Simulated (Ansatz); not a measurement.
Space group Fm-3m (No. 225). a = 4.016 Å, b = 4.016 Å, c = 4.016 Å, α = 90.00°, β = 90.00°, γ = 90.00°
```csv
atom,site,symmetry,x,y,z
Al,4a,m-3m,0.0000,0.0000,0.0000
```

Equation of state of this Al structure (not necessarily the ground state), with shape and atoms relaxed at each volume where symmetry leaves them free. It has no gap at any of these volumes. Theory: Ansatz 0.2.0, DFT PBEsol, scalar-relativistic, plane waves, PAW.

Cutoff 420 eV; k points 18×18×18 on the computed 1-atom cell (Γ-centred); Gaussian smearing, width 0.10 eV; no spin polarisation.

```json
{"V (Å³/atom)": "14.245", "E − E(largest V) (meV/atom)": "39.18", "P (GPa)": "13.80"}
{"V (Å³/atom)": "14.731", "E − E(largest V) (meV/atom)": "4.33", "P (GPa)": "9.41"}
{"V (Å³/atom)": "15.217", "E − E(largest V) (meV/atom)": "-18.34", "P (GPa)": "5.71"}
{"V (Å³/atom)": "15.702", "E − E(largest V) (meV/atom)": "-30.72", "P (GPa)": "2.60"}
{"V (Å³/atom)": "16.188", "E − E(largest V) (meV/atom)": "-34.46", "P (GPa)": "-0.03"}
{"V (Å³/atom)": "16.673", "E − E(largest V) (meV/atom)": "-30.99", "P (GPa)": "-2.26"}
{"V (Å³/atom)": "17.159", "E − E(largest V) (meV/atom)": "-21.30", "P (GPa)": "-4.18"}
{"V (Å³/atom)": "17.807", "E − E(largest V) (meV/atom)": "0.00", "P (GPa)": "-6.33"}
```

Task: Fit a third-order Birch–Murnaghan equation to E(V).

Result: V0 = 16.18 Å³/atom, B0 = 81 GPa, B0' = 4.5.